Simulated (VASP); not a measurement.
# Si3Ge (R-3m) in VASP: further runs

One crystal, Si3Ge, is run at these levels: PBE; tasks: relaxation of cell and atoms.

Program: VASP 6.6.1. These are calculated values, not measurements. Logs are shortened: lines on timing, memory, paths and dates and some standing lists are left out, and cuts for length are marked.

### Step 1. The crystal as given

Symmetry: R-3m, No. 166, trigonal system. The conventional cell has a = 7.824 Å, b = 7.824 Å, c = 9.579 Å, α = 90.00°, β = 90.00°, γ = 120.00°. Around Si (site symmetry m) lie 3 Si at 2.38 Å and 1 Ge at 2.41 Å. Around Ge (site symmetry 3m) lie 3 Si at 2.41 Å and 1 Ge at 2.46 Å.

The cell was built by a generator and needn't be a form met in nature.

### Step 2. Relaxation of cell and atoms, PBE

INCAR

```
SYSTEM = Si3Ge
PREC = Accurate
ENCUT = 520
EDIFF = 1E-6
ISMEAR = 0
SIGMA = 0.1
LREAL = .FALSE.
LASPH = .TRUE.
NELM = 120
ALGO = Normal
ISIF = 3
LWAVE = .FALSE.
LCHARG = .FALSE.
GGA = PE
IBRION = 2
NSW = 90
EDIFFG = -0.01
KPAR = 4
```

KPOINTS

```
regular mesh
0
G
  6 6 6
  0 0 0
```

POSCAR

```
Si3Ge
1.0
    3.9120470300      2.2586214100      3.1930000200
   -3.9120470300      2.2586214100      3.1930000200
    0.0000000000     -4.5172428200      3.1930000200
Si Ge
6 2
Direct
    0.6221728900      0.1281040500      0.6221728900
    0.3778271100      0.3778271100      0.8718959500
    0.8718959500      0.3778271100      0.3778271100
    0.3778271100      0.8718959500      0.3778271100
    0.1281040500      0.6221728900      0.6221728900
    0.6221728900      0.6221728900      0.1281040500
    0.8718271500      0.8718271500      0.8718271500
    0.1281728500      0.1281728500      0.1281728500
```

Potentials or basis: VASP PAW PBE potentials, release 64 (Si, Ge_d).

Launch:

```sh
$ cat potpaw_PBE.64/Si/POTCAR potpaw_PBE.64/Ge_d/POTCAR > POTCAR
$ mpirun -np 4 vasp_std > vasp.out
```

OUTCAR:

```text
SYSTEM = Si3Ge
   PREC = Accurate
   ENCUT = 520
   EDIFF = 1E-6
   ISMEAR = 0
   LREAL = .FALSE.
   LASPH = .TRUE.
   NELM = 120
   ISIF = 3
   GGA = PE
   IBRION = 2
   NSW = 90
   EDIFFG = -0.01

 ion  position               nearest neighbor table
   1  0.622  0.128  0.622-   2 2.38   3 2.38   4 2.38   7 2.41
   2  0.378  0.378  0.872-   1 2.38   5 2.38   6 2.38   8 2.41
   3  0.872  0.378  0.378-   6 2.38   1 2.38   5 2.38   8 2.41
   4  0.378  0.872  0.378-   6 2.38   5 2.38   1 2.38   8 2.41
   5  0.128  0.622  0.622-   2 2.38   4 2.38   3 2.38   7 2.41
   6  0.622  0.622  0.128-   3 2.38   4 2.38   2 2.38   7 2.41
   7  0.872  0.872  0.872-   1 2.41   5 2.41   6 2.41   8 2.46
   8  0.128  0.128  0.128-   3 2.41   4 2.41   2 2.41   7 2.46

  LATTYP: Found a trigonal (rhomboedric) cell.
 ALAT       =     5.5317928167
 COS(alpha) =    -0.0002448361

  Lattice vectors:

 A1 = (   3.9120470300,   2.2586214100,   3.1930000200)
 A2 = (  -3.9120470300,   2.2586214100,   3.1930000200)
 A3 = (   0.0000000000,  -4.5172428200,   3.1930000200)

Analysis of symmetry for initial positions (statically):
=====================================================================
 Subroutine PRICEL returns:
 Original cell was already a primitive cell.

 Routine SETGRP: Setting up the symmetry group for a
 trigonal (rhombohedral) supercell.

 Subroutine GETGRP returns: Found 12 space group operations
 (whereof 12 operations were pure point group operations)
 out of a pool of 12 trial point group operations.

The static configuration has the point symmetry D_3d.

Analysis of symmetry for dynamics (positions and initial velocities):
=====================================================================
 Subroutine PRICEL returns:
 Original cell was already a primitive cell.

 Routine SETGRP: Setting up the symmetry group for a
 trigonal (rhombohedral) supercell.

 Subroutine GETGRP returns: Found 12 space group operations
 (whereof 12 operations were pure point group operations)
 out of a pool of 12 trial point group operations.

The dynamic configuration has the point symmetry D_3d.

 Subroutine INISYM returns: Found 12 space group operations
 (whereof 12 operations are pure point group operations),
 and found     1 'primitive' translations

----------------------------------------------------------------------------------------

                                     Primitive cell

  volume of cell :     169.2769

  direct lattice vectors                    reciprocal lattice vectors
     3.912047030  2.258621410  3.193000020     0.127810324  0.073791325  0.104395030
    -3.912047030  2.258621410  3.193000020    -0.127810324  0.073791325  0.104395030
     0.000000000 -4.517242820  3.193000020     0.000000000 -0.147582650  0.104395030

  length of vectors
     5.531792817  5.531792817  5.531792822     0.180773231  0.180773231  0.180773231

  position of ions in fractional coordinates (direct lattice)
     0.622172890  0.128104050  0.622172890
     0.377827110  0.377827110  0.871895950
     0.871895950  0.377827110  0.377827110
     0.377827110  0.871895950  0.377827110
     0.128104050  0.622172890  0.622172890
     0.622172890  0.622172890  0.128104050
     0.871827150  0.871827150  0.871827150
     0.128172850  0.128172850  0.128172850

  ion indices of the primitive-cell ions
   primitive index   ion index
                 1           1
                 2           2
                 3           3
                 4           4
                 5           5
                 6           6
                 7           7
                 8           8

----------------------------------------------------------------------------------------

 KPOINTS: regular mesh

Automatic generation of k-mesh.
 Grid dimensions read from file:
 generate k-points for:    6    6    6

 Generating k-lattice:

  Cartesian coordinates                     Fractional coordinates (reciprocal lattice)
     0.021301721  0.012298554  0.017399172     0.166666667  0.000000000  0.000000000
    -0.021301721  0.012298554  0.017399172     0.000000000  0.166666667  0.000000000
     0.000000000 -0.024597108  0.017399172     0.000000000  0.000000000  0.166666667

  Length of vectors
     0.030128872  0.030128872  0.030128872

  Shift w.r.t. Gamma in fractional coordinates (k-lattice)
     0.000000000  0.000000000  0.000000000

 Subroutine IBZKPT returns following result:
 ===========================================

 Found     32 irreducible k-points:

 Following reciprocal coordinates:
            Coordinates               Weight
  0.000000  0.000000  0.000000      1.000000
  0.166667  0.000000  0.000000      6.000000
  0.333333  0.000000  0.000000      6.000000
  0.500000 -0.000000  0.000000      3.000000
  0.166667  0.166667  0.000000      6.000000
  0.333333  0.166667  0.000000     12.000000
[... 16 lines left out ...]
  0.500000  0.500000  0.166667      6.000000
 -0.333333  0.500000  0.166667     12.000000
 [... further k-points ...]
   k-points           NKPTS =     32   k-points in BZ     NKDIM =     32   number of bands    NBANDS=     31
   number of dos      NEDOS =    301   number of ions     NIONS =      8
   total plane-waves  NPLWV =  74088
   dimension x,y,z NGX =    42 NGY =   42 NGZ =   42
   dimension x,y,z NGXF=    84 NGYF=   84 NGZF=   84
   ions per type =               6   2
   NGX,Y,Z   is equivalent  to a cutoff of  12.62, 12.62, 12.62 a.u.
   NGXF,Y,Z  is equivalent  to a cutoff of  25.24, 25.24, 25.24 a.u.
 SYSTEM =  Si3Ge
   PREC   = accura    normal or accurate (medium, high low for compatibility)
   ISTART =      0    job   : 0-new  1-cont  2-samecut
   ICHARG =      2    charge: 1-file 2-atom 10-const
   ISPIN  =      1    spin polarized calculation?
   LNONCOLLINEAR =      F non collinear calculations
   LSORBIT =      F    spin-orbit coupling
   LASPH  =      T    aspherical Exc in radial PAW
   ENCUT  =  520.0 eV  38.22 Ry    6.18 a.u.  10.29 10.29 10.29*2*pi/ulx,y,z
   NELM   =    120;   NELMIN=  2; NELMDL= -5     # of ELM steps
   EDIFF  = 0.1E-05   stopping-criterion for ELM
   LREAL  =      F    real-space projection
   EDIFFG = -.1E-01   stopping-criterion for IOM
   NSW    =     90    number of steps for IOM
   IBRION =      2    ionic relax: 0-MD 1-quasi-New 2-CG
   NFREE  =      1    steps in history (QN), initial steepest desc. (CG)
   ISIF   =      3    stress and relaxation
   ISYM   =      2    0-nonsym 1-usesym 2-fastsym
   POTIM  = 0.5000    time-step for ionic-motion
   TEBEG  =    0.0;   TEEND  =   0.0 temperature during run
   PSTRESS=    0.0 pullay stress
   NELECT =      52.0000    total number of electrons
   NUPDOWN=      -1.0000    fix difference up-down
   EMIN   =  10.00;   EMAX   =-10.00  energy-range for DOS
   EFERMI =   0.00;   METHOD = LEGACY
   ISMEAR =     0;   SIGMA  =   0.10  broadening in eV -4-tet -1-fermi 0-gaus
   EFERMI_NEDOS =   21; number of points for ismear=-14 and -15
   IALGO  =     38    algorithm
   IMIX   =      4    mixing-type and parameters
     AMIX     =   0.40;   BMIX     =  1.00
     AMIX_MAG =   1.60;   BMIX_MAG =  1.00
  volume/ion in A,a.u.               =      21.16       142.79
  Fermi-wavevector in a.u.,A,eV,Ry     =   1.104613  2.087415 16.601412  1.220169
  Thomas-Fermi vector in A             =   2.241088
   LORBIT       =      0    0 simple, 1 ext, 2 COOP (PROOUT), +10 PAW based schemes
   GGA     = PE    functional components
   LHFCALC =     F    Hartree Fock is set to
   AEXX    =    0.0000 exact exchange contribution
   IVDW    =     0    specifies the selected vdW correction
   LEPSILON=     F    determine dielectric tensor
   LRPA    =     F    only Hartree local field effects (RPA)
 conjugate gradient relaxation of ions
 non-spin polarized calculation
 Gauss-broadening in eV      SIGMA  =   0.10
  energy-cutoff  :      520.00
  volume of cell :      169.28
 maximum number of plane-waves:      4632
 NGX is ok and might be reduce to    42
   NGX = 21   NGY = 21   NGZ = 21

--------------------------------------- Ionic step        1  -------------------------------------------

 number of electron      52.0000002 magnetization

 Free energy of the ion-electron system (eV)
  ---------------------------------------------------
  ext. energy  EPLUGINS =         0.00000000
  ---------------------------------------------------
  free energy    TOTEN  =       -41.48489332 eV

  energy without entropy =      -41.48488706  energy(sigma->0) =      -41.48489019

------------------------ aborting loop because EDIFF is reached ----------------------------------------

  FORCE on cell =-STRESS in cart. coord.  units (eV):
  Direction    XX          YY          ZZ          XY          YZ          ZX
  --------------------------------------------------------------------------------------
  -------------------------------------------------------------------------------------
  Total        0.0216371      0.0216371     -0.1132525      0.0000000      0.0000000      0.0000000
  in kB        0.2047919      0.2047919     -1.0719158      0.0000000      0.0000000      0.0000000
  external PRESSURE =      -0.2207773 kB  Pullay stress =       0.0000000 kB
[... 69 lines left out ...]
  energy  without entropy=      -41.4849444175  energy(sigma->0) =      -41.48494756

--------------------------------------- Ionic step        3  -------------------------------------------

 number of electron      52.0000002 magnetization

 Free energy of the ion-electron system (eV)
  ---------------------------------------------------
  ext. energy  EPLUGINS =         0.00000000
  ---------------------------------------------------
  free energy    TOTEN  =       -41.48498701 eV

  energy without entropy =      -41.48498075  energy(sigma->0) =      -41.48498388

 E-fermi :   5.5883     XC(G=0):  -9.4600

 val. band max:        5.3627863450   @ k =   0.0000   0.0000   0.0000
 cond. band min:       5.8016700813   @ k =   0.0000   0.0000   0.0000
 fundamental gap:      0.4388837364
 Fermi energy:         5.5882992058

 k-point     1 :       0.0000    0.0000    0.0000
  band No.  band energies     occupation
      1     -18.9655      2.00000
      2     -18.8807      2.00000
      3     -18.8807      2.00000
      4     -18.8408      2.00000
      5     -18.8408      2.00000
      6     -18.8251      2.00000
[... 805 lines left out ...]
     30       7.9522      0.00000
     31       8.7164      0.00000

 [... further k-points ...]

------------------------ aborting loop because EDIFF is reached ----------------------------------------

  FORCE on cell =-STRESS in cart. coord.  units (eV):
  Direction    XX          YY          ZZ          XY          YZ          ZX
  --------------------------------------------------------------------------------------
  -------------------------------------------------------------------------------------
  Total       -0.0387958     -0.0387958     -0.0009925      0.0000000      0.0000000      0.0000000
  in kB       -0.3672918     -0.3672918     -0.0093967      0.0000000      0.0000000      0.0000000
  external PRESSURE =      -0.2479934 kB  Pullay stress =       0.0000000 kB
[... 23 lines left out ...]
  FREE ENERGIE OF THE ION-ELECTRON SYSTEM (eV)
  ---------------------------------------------------
  free  energy   TOTEN  =       -41.4849870057 eV

  energy  without entropy=      -41.4849807538  energy(sigma->0) =      -41.48498388

 reached required accuracy - stopping structural energy minimisation
```

Wall time 2.1 min (4 MPI ranks of Intel Xeon Platinum 8259CL at 2.50GHz (Skylake/Cascade Lake), shared host); peak memory 0.35 GiB.

What came out:

```yaml
Free_energy: -41.4850 eV
Relaxed_volume: 21.15 Å³/atom
Relaxed_cell: a = 5.531 Å, b = 5.531 Å, c = 5.531 Å, α = 90.03°, β = 90.03°, γ = 90.03°
Space_group_after_relaxing_to_0.05_Å: R-3m (No. 166)
Energy_gained_by_relaxing: 0.0 meV/atom
Ionic_steps: 3
Pressure_after_relaxing: 0.0 GPa
Largest_force_after_relaxing: 0.007 eV/Å
Band_gap_on_the_k_mesh: 0.44 eV, direct
```

Forces in eV/Å, atoms in the order of the input:
```
Si  -0.001  0.000 -0.003
Si   0.000  0.001  0.003
Si  -0.001  0.000  0.003
Si   0.001  0.000  0.003
Si   0.001  0.000 -0.003
Si   0.000 -0.001 -0.003
Ge   0.000  0.000 -0.007
Ge   0.000  0.000  0.007
```

Final structure:
```cif
data_structure
_symmetry_space_group_name_H-M 'P 1'
_symmetry_Int_Tables_number 1
_cell_length_a 5.5313
_cell_length_b 5.5313
_cell_length_c 5.5313
_cell_angle_alpha 90.033
_cell_angle_beta 90.033
_cell_angle_gamma 90.033
_cell_volume 169.23
loop_
_atom_site_label
_atom_site_type_symbol
_atom_site_fract_x
_atom_site_fract_y
_atom_site_fract_z
_atom_site_occupancy
Si1 Si 0.62209 0.12802 0.62209 1
Si2 Si 0.37791 0.37791 0.87198 1
Si3 Si 0.87198 0.37791 0.37791 1
Si4 Si 0.37791 0.87198 0.37791 1
Si5 Si 0.12802 0.62209 0.62209 1
Si6 Si 0.62209 0.62209 0.12802 1
Ge1 Ge 0.87184 0.87184 0.87184 1
Ge2 Ge 0.12816 0.12816 0.12816 1
```

A k mesh can miss the band edges. As with any semilocal functional, this PBE gap is likely too small.

### Step 3. Relaxation of cell and atoms, PBE

INCAR, as its differences from that of step 2:

```diff
@@ -3,3 +3,3 @@
 ENCUT = 520
-EDIFF = 1E-6
+EDIFF = 1E-7
 ISMEAR = 0
@@ -15,4 +15,5 @@
 IBRION = 2
-NSW = 90
-EDIFFG = -0.01
+NSW = 60
+EDIFFG = -0.005
+POTIM = 0.3
 KPAR = 4
```

KPOINTS is that of step 2.

POSCAR

```
Si3Ge                                   
1.0
    3.9123640278      2.2588044288      3.1916457697
   -3.9123640278      2.2588044288      3.1916457697
    0.0000000000     -4.5176088576      3.1916457697
  Si              Ge            
     6     2
Direct
     0.6220880119118678    0.1280184916579778    0.6220880119118678
     0.3779119880881321    0.3779119880881321    0.8719815083420221
     0.8719815083420221    0.3779119880881321    0.3779119880881321
     0.3779119880881321    0.8719815083420221    0.3779119880881321
     0.1280184916579778    0.6220880119118678    0.6220880119118678
     0.6220880119118678    0.6220880119118678    0.1280184916579778
     0.8718420555976052    0.8718420555976052    0.8718420555976052
     0.1281579444023948    0.1281579444023948    0.1281579444023948
```

Potentials or basis: VASP PAW PBE potentials, release 64 (Si, Ge_d).

Launch:

```sh
$ cat potpaw_PBE.64/Si/POTCAR potpaw_PBE.64/Ge_d/POTCAR > POTCAR
$ mpirun -np 4 vasp_std > vasp.out
```

Run time: 1.7 min. Hardware: 4 MPI ranks of Intel Xeon Platinum 8259CL at 2.50GHz (Skylake/Cascade Lake), shared host; peak memory 0.34 GiB.

The run converged. Its results:

```
Free energy               : -41.4850 eV
Energy gained by relaxing : 0.0 meV/atom
Ionic steps               : 2
Pressure after relaxing   : 0.0 GPa
Band gap on the k mesh    : 0.44 eV, direct
```

Forces in eV/Å, atoms in the order of the input:
```
Si  -0.001  0.000 -0.003
Si   0.000  0.001  0.003
Si  -0.001  0.000  0.003
Si   0.001  0.000  0.003
Si   0.001  0.000 -0.003
Si   0.000 -0.001 -0.003
Ge   0.000  0.000 -0.002
Ge   0.000  0.000  0.002
```

Final structure:
```
Si Ge
1.0
     3.91218    2.25870    3.19197
    -3.91218    2.25870    3.19197
     0.00000   -4.51740    3.19197
Si Ge
6 2
Direct
  0.62208 0.12801 0.62208
  0.37792 0.37792 0.87199
  0.87199 0.37792 0.37792
  0.37792 0.87199 0.37792
  0.12801 0.62208 0.62208
  0.62208 0.62208 0.12801
  0.87182 0.87182 0.87182
  0.12818 0.12818 0.12818
```

Levels at points of the mesh, in eV from the valence-band top:
```tsv
k point	band 22	band 23	band 24	band 25	band 26	band 27	band 28	band 29	band 30	band 31
(0.00, 0.00, 0.00)	-2.81	-2.78	-0.01	-0.01	0.00	0.44	0.49	0.91	0.91	0.96
(0.50, 0.00, 0.00)	-3.53	-2.02	-1.91	-1.85	-1.72	0.98	1.25	3.02	3.06	4.24
(0.50, 0.50, 0.00)	-3.63	-1.54	-1.35	-1.30	-1.18	2.16	2.23	2.33	2.61	4.61
(0.50, 0.50, 0.50)	-1.23	-1.23	-1.11	-1.11	-0.93	0.68	1.11	1.34	1.34	3.12
```

A k mesh can miss the band edges. A hybrid or GW would open this gap; PBE tends to underestimate it.
